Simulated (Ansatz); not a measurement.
Runs of Ansatz 0.2.0 on MoS2. It takes space group R3m (No. 160, trigonal). Conventional cell: a = 3.160 Å, b = 3.160 Å, c = 18.450 Å, α = 90.00°, β = 90.00°, γ = 120.00°. Mo (site symmetry 3m) has 6 S at 2.39 Å as nearest neighbours. S (site symmetry 3m) is surrounded by 3 Mo at 2.39 Å. S (site symmetry 3m) has 3 Mo at 2.39 Å as nearest neighbours. Measurements of this composition are mostly on another form, of space group No. 194.

| task | level | cell | k mesh | cutoff (eV) | target pressure (GPa) | points for each segment of the path | gap on the mesh (eV) | pressure (GPa) | largest force (eV/Å) |
| --- | --- | --- | --- | --- | --- | --- | --- | --- | --- |
| relaxation of cell and atoms | r2SCAN | relaxed to 20 GPa | 10 × 10 × 10 | 500 | 20 | - | 0.25 | 20.0 | - |
| relaxation of cell and atoms | r2SCAN | relaxed to 30 GPa | 10 × 10 × 10 | 500 | 30 | - | none | 30.0 | - |
| relaxation of cell and atoms | r2SCAN | relaxed to 2 GPa | 10 × 10 × 10 | 500 | 2 | - | 1.03 | 2.0 | - |
| band structure | PBE0 | as given | 6 × 6 × 6 | 420 | - | 4 | 2.03 | 0.5 | 0.09 |
| band structure | HSE06 | as given | 6 × 6 × 6 | 420 | - | 4 | 1.38 | 0.6 | 0.09 |
| band structure | LDA | as given | 6 × 6 × 6 | 420 | - | 14 | (c) | -2.4 | 0.09 |
| relaxation of cell and atoms | r2SCAN | relaxed to 5 GPa | 10 × 10 × 10 | 500 | 5 | - | 0.82 | 5.0 | - |
| band structure | r2SCAN0 | as given | 6 × 6 × 6 | 500 | - | 4 | 2.09 | 0.0 | 0.15 |
| band structure | r2SCAN | as given | 6 × 6 × 6 | 500 | - | 14 | 0.99 | 4.2 | (b) |
| band structure | PBEsol | as given | 6 × 6 × 6 | 420 | - | 14 | 0.90 | 0.3 | 0.27 |
| band structure | RPBE | as given | 6 × 6 × 6 | 420 | - | 14 | 0.94 | (a) | 0.60 |
| relaxation of cell and atoms | r2SCAN | relaxed to 10 GPa | 10 × 10 × 10 | 500 | 10 | - | 0.59 | 10.0 | - |

Alike in all rows: potentials or basis Ansatz PAW; no spin polarisation; smearing fermi-dirac 0.05 eV.

Estimate the missing entries.

(a) 8.1; (b) 0.37; (c) 0.87.

Caveats: the PAW data sets come from PBE, with cores solved anew for the run's functional, which leaves a small shift of forces and pressure; the plane-wave basis is chosen anew once the cell has moved, so the energies of steps on either side of that aren't comparable (some runs); the thresholds are loose for stress (some runs).

A k mesh can miss the band edges, and the runs leave out spin-orbit coupling on Mo.

A gap of «none» marks a metal or a gap under the smearing width.
